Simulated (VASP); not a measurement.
# Ta (Im-3m) in VASP: elastic constants with r2SCAN

Aim: the elastic constants of Ta with r2SCAN.

All numbers are computed with VASP 6.6.1; they aren't measurements. Logs are shortened: lines on timing, memory, paths and dates and some standing lists are left out, and cuts for length are marked.

### Step 1. Starting point

The structure is cubic, space group Im-3m (No. 229). Conventional cell: a = 3.303 Å, b = 3.303 Å, c = 3.303 Å, α = 90.00°, β = 90.00°, γ = 90.00°. Ta (site symmetry m-3m) is surrounded by 8 Ta at 2.86 Å.

### Step 2. Elastic constants, r2SCAN

POSCAR

```
Ta
1.0
   -1.6512800000      1.6512800000      1.6512800000
    1.6512800000     -1.6512800000      1.6512800000
    1.6512800000      1.6512800000     -1.6512800000
Ta
1
Direct
    0.0000000000      0.0000000000      0.0000000000
```

INCAR.step1

```
ALGO = Normal
EDIFF = 1E-8
EDIFFG = -0.002
ENCUT = 600
IBRION = 2
ISIF = 3
ISMEAR = 0
LASPH = T
LCHARG = F
LMIXTAU = T
LREAL = F
LWAVE = F
METAGGA = R2SCAN
NELM = 60
NSW = 40
PREC = Accurate
SIGMA = 0.1
```

INCAR.step2

```
ALGO = Normal
EDIFF = 1E-8
ENCUT = 600
IBRION = 6
ISIF = 3
ISMEAR = 0
LASPH = T
LCHARG = F
LMIXTAU = T
LREAL = F
LWAVE = F
METAGGA = R2SCAN
NELM = 60
NFREE = 2
NSW = 1
POTIM = 0.015
PREC = Accurate
SIGMA = 0.1
```

KPOINTS

```
k-points
0
Gamma
  13 13 13
```

Potentials or basis: VASP PAW PBE potentials, release 64 (Ta_pv).

Command:

```sh
$ cat potpaw_PBE.64/Ta_pv/POTCAR > POTCAR
$ cp INCAR.step1 INCAR
$ mpirun -np 1 vasp_std > vasp.out
$ cp CONTCAR POSCAR
$ cp INCAR.step2 INCAR
$ mpirun -np 1 vasp_std > vasp.out
```

OUTCAR:

```text
EDIFF = 1E-8
   ENCUT = 600
   IBRION = 6
   ISIF = 3
   ISMEAR = 0
   LASPH = T
   LREAL = F
   METAGGA = R2SCAN
   NELM = 60
   NFREE = 2
   NSW = 1
   POTIM = 0.015
   PREC = Accurate

 ion  position               nearest neighbor table
   1  0.000  0.000  0.000-

  LATTYP: Found a body centered cubic cell.
 ALAT       =     3.3101313388

  Lattice vectors:

 A1 = (  -1.6550656694,   1.6550656694,   1.6550656694)
 A2 = (   1.6550656694,  -1.6550656694,   1.6550656694)
 A3 = (   1.6550656694,   1.6550656694,  -1.6550656694)

Analysis of symmetry for initial positions (statically):
=====================================================================
 Subroutine PRICEL returns:
 Original cell was already a primitive cell.

 Routine SETGRP: Setting up the symmetry group for a
 body centered cubic supercell.

 Subroutine GETGRP returns: Found 48 space group operations
 (whereof 48 operations were pure point group operations)
 out of a pool of 48 trial point group operations.

The static configuration has the point symmetry O_h .

Analysis of symmetry for dynamics (positions and initial velocities):
=====================================================================
 Subroutine PRICEL returns:
 Original cell was already a primitive cell.

 Routine SETGRP: Setting up the symmetry group for a
 body centered cubic supercell.

 Subroutine GETGRP returns: Found 48 space group operations
 (whereof 48 operations were pure point group operations)
 out of a pool of 48 trial point group operations.

The dynamic configuration has the point symmetry O_h .

 Subroutine INISYM returns: Found 48 space group operations
 (whereof 48 operations are pure point group operations),
 and found     1 'primitive' translations

----------------------------------------------------------------------------------------

                                     Primitive cell

  volume of cell :      18.1345

  direct lattice vectors                    reciprocal lattice vectors
    -1.655065669  1.655065669  1.655065669     0.000000000  0.302102816  0.302102816
     1.655065669 -1.655065669  1.655065669     0.302102816  0.000000000  0.302102816
     1.655065669  1.655065669 -1.655065669     0.302102816  0.302102816  0.000000000

  length of vectors
     2.866657829  2.866657829  2.866657829     0.427237900  0.427237900  0.427237900

  position of ions in fractional coordinates (direct lattice)
     0.000000000  0.000000000  0.000000000

  ion indices of the primitive-cell ions
   primitive index   ion index
                 1           1

----------------------------------------------------------------------------------------

 KPOINTS: k-points

Automatic generation of k-mesh.
 Grid dimensions read from file:
 generate k-points for:   13   13   13

 Generating k-lattice:

  Cartesian coordinates                     Fractional coordinates (reciprocal lattice)
     0.000000000  0.023238678  0.023238678     0.076923077  0.000000000  0.000000000
     0.023238678  0.000000000  0.023238678     0.000000000  0.076923077  0.000000000
     0.023238678  0.023238678  0.000000000     0.000000000  0.000000000  0.076923077

  Length of vectors
     0.032864454  0.032864454  0.032864454

  Shift w.r.t. Gamma in fractional coordinates (k-lattice)
     0.000000000  0.000000000  0.000000000
[... 91 lines left out ...]

 number of electron      11.0000001 magnetization

 Free energy of the ion-electron system (eV)
  ---------------------------------------------------
  ext. energy  EPLUGINS =         0.00000000
  ---------------------------------------------------
  free energy    TOTEN  =       -48.58507858 eV

  energy without entropy =      -48.57910032  energy(sigma->0) =      -48.58208945

------------------------ aborting loop because EDIFF is reached ----------------------------------------

  FORCE on cell =-STRESS in cart. coord.  units (eV):
  Direction    XX          YY          ZZ          XY          YZ          ZX
  --------------------------------------------------------------------------------------
  -------------------------------------------------------------------------------------
  Total        0.0004890      0.0004890      0.0004890      0.0000000      0.0000000      0.0000000
  in kB        0.0432022      0.0432022      0.0432022      0.0000000      0.0000000      0.0000000
  external PRESSURE =       0.0432022 kB  Pullay stress =       0.0000000 kB
[... 86 lines left out ...]
  FREE ENERGIE OF THE ION-ELECTRON SYSTEM (eV)
  ---------------------------------------------------
  free  energy   TOTEN  =       -48.5814550901 eV

  energy  without entropy=      -48.5752626467  energy(sigma->0) =      -48.57835887

[... ionic steps 4 to 12 ...]

--------------------------------------- Ionic step       13  -------------------------------------------

 number of electron      11.0000001 magnetization

------------------------ aborting loop because EDIFF is reached ----------------------------------------
[... 65 lines left out ...]
--------------------------------------- Ionic step       15  -------------------------------------------

 number of electron      11.0000001 magnetization

 Free energy of the ion-electron system (eV)
  ---------------------------------------------------
  ext. energy  EPLUGINS =         0.00000000
  ---------------------------------------------------
  free energy    TOTEN  =       -48.58507792 eV

  energy without entropy =      -48.57909966  energy(sigma->0) =      -48.58208879

 E-fermi :   5.2526     XC(G=0): -13.7326

 val. band max:        5.2447572192   @ k =  -0.3846   0.4615   0.1538
 cond. band min:       5.2916736710   @ k =  -0.3846   0.3846   0.0769
 fundamental gap:      0.0469164518
 Fermi energy:         5.2526130464

 k-point     1 :       0.0000    0.0000    0.0000
  band No.  band energies     occupation
      1     -28.9828      2.00000
      2     -28.9828      2.00000
      3     -28.9828      2.00000
      4      -3.0337      2.00000
      5       6.1095      0.00000
      6       6.1095      0.00000
      7       6.1095      0.00000
      8       9.5777      0.00000
      9       9.5778      0.00000
[... 265 lines left out ...]
 k-point    24 :       0.2308    0.0769    0.0769
  band No.  band energies     occupation
      1     -29.8501      2.00000
      2     -29.2464      2.00000
      3     -29.0494      2.00000
      4       0.6004      2.00000
      5       4.1759      2.00000
      6       4.5647      2.00000
      7       9.3497      0.00000
      8      10.0032      0.00000
      9      11.0402      0.00000

 [... further k-points ...]
[... 5 lines left out ...]
  --------------------------------------------------------------------------------------
  -------------------------------------------------------------------------------------
  Total        0.0005686      0.0005686      0.0005686     -0.0000000      0.0000000     -0.0000000
  in kB        0.0502320      0.0502320      0.0502320     -0.0000000      0.0000000     -0.0000000
  external PRESSURE =       0.0502320 kB  Pullay stress =       0.0000000 kB
[... 16 lines left out ...]
  FREE ENERGIE OF THE ION-ELECTRON SYSTEM (eV)
  ---------------------------------------------------
  free  energy   TOTEN  =       -48.5850779164 eV

  energy  without entropy=      -48.5790996563  energy(sigma->0) =      -48.58208879

 INTERNAL STRAIN TENSORS FROM STRAINED CELLS
 ============================================

 INTERNAL STRAIN TENSOR FOR ION    1 for displacements in x,y,z  (eV/Angst):
          X           Y           Z          XY          YZ          ZX
  --------------------------------------------------------------------------------
  x     0.00000     0.00000     0.00000     0.00000    -0.00000     0.00000
  y    -0.00000    -0.00000     0.00000     0.00000    -0.00000     0.00000
  z    -0.00000     0.00000    -0.00000    -0.00000     0.00000     0.00000

 INTERNAL STRAIN TENSORS FROM DISPLACED ATOMS
 ============================================

 INTERNAL STRAIN TENSOR FOR ION    1 for displacements in x,y,z  (eV/Angst):
          X           Y           Z          XY          YZ          ZX
  --------------------------------------------------------------------------------
  x     0.00000     0.00000     0.00000     0.00000     0.00000     0.00000
  y     0.00000     0.00000     0.00000     0.00000     0.00000     0.00000
  z     0.00000     0.00000     0.00000     0.00000     0.00000     0.00000

 Eigenvectors and eigenvalues of the dynamical matrix
 ----------------------------------------------------

   1 f  =    0.000000 THz     0.000000 2PiTHz    0.000000 cm-1     0.000000 meV
             X         Y         Z           dx          dy          dz
      0.000000  0.000000  0.000000     0.632376   -0.774661    0.000000

   2 f  =    0.000000 THz     0.000000 2PiTHz    0.000000 cm-1     0.000000 meV
             X         Y         Z           dx          dy          dz
      0.000000  0.000000  0.000000    -0.774661   -0.632376    0.000000

   3 f  =    0.000000 THz     0.000000 2PiTHz    0.000000 cm-1     0.000000 meV
             X         Y         Z           dx          dy          dz
      0.000000  0.000000  0.000000     0.000000    0.000000    1.000000

--------------------------------------------------------------------------------------------------------

 ELASTIC MODULI CONTR FROM IONIC RELAXATION (kBar)
 Direction    XX          YY          ZZ          XY          YZ          ZX
 --------------------------------------------------------------------------------
 XX           0.0000      0.0000      0.0000      0.0000      0.0000      0.0000
 YY           0.0000      0.0000      0.0000      0.0000      0.0000      0.0000
 ZZ           0.0000      0.0000      0.0000      0.0000      0.0000      0.0000
 XY           0.0000      0.0000      0.0000      0.0000      0.0000      0.0000
 YZ           0.0000      0.0000      0.0000      0.0000      0.0000      0.0000
 ZX           0.0000      0.0000      0.0000      0.0000      0.0000      0.0000
 --------------------------------------------------------------------------------

 TOTAL ELASTIC MODULI (kBar)
 Direction    XX          YY          ZZ          XY          YZ          ZX
 --------------------------------------------------------------------------------
 XX        2776.7731   1791.1148   1791.1148     -0.0000      0.0000      0.0000
 YY        1791.1148   2776.7731   1791.1148      0.0000     -0.0000      0.0000
 ZZ        1791.1148   1791.1148   2776.7731      0.0000      0.0000      0.0000
 XY          -0.0000      0.0000      0.0000    793.4233     -0.0000     -0.0000
 YZ           0.0000     -0.0000      0.0000     -0.0000    793.4233     -0.0000
 ZX           0.0000      0.0000      0.0000     -0.0000     -0.0000    793.4233
 --------------------------------------------------------------------------------
```

Run time: 18 min. Hardware: 1 thread of Intel Xeon 6975P-C (Granite Rapids), shared host; peak memory 0.37 GiB.

Results:

| Quantity | Value |
| --- | --- |
| Relaxed volume | 18.13 Å³/atom |
| Relaxed cell | a = 2.867 Å, b = 2.867 Å, c = 2.867 Å, α = 109.47°, β = 109.47°, γ = 109.47° |
| Space group after relaxing (to 0.05 Å) | Im-3m (No. 229) |
| Elastic constants C11, C12, C44 | 278, 179, 79 GPa |
| Voigt bulk modulus | 212 GPa |

Step by step:
```
step  energy change (eV)  largest force (eV/Å)  pressure (GPa)  volume (Å³)
   1              0.0000                0.0000            1.48        18.01
   2              0.0029                0.0000           -3.51        18.45
   3             -0.0006                0.0000            0.00        18.13
```

Final structure:
```
Ta
1.0
    -1.65507    1.65507    1.65507
     1.65507   -1.65507    1.65507
     1.65507    1.65507   -1.65507
Ta
1
Direct
  0.00000 0.00000 0.00000
```

Elastic tensor in Voigt notation (GPa, in the Cartesian axes of the cell as first typed):
```
278 179 179   0   0   0
179 278 179   0   0   0
179 179 278   0   0   0
  0   0   0  79   0   0
  0   0   0   0  79   0
  0   0   0   0   0  79
```

Clamped-ion elastic tensor (GPa):
```
278 179 179   0   0   0
179 278 179   0   0   0
179 179 278   0   0   0
  0   0   0  79   0   0
  0   0   0   0  79   0
  0   0   0   0   0  79
```

Caveat: the PAW data sets were made with another functional, which shifts forces and pressure a little.
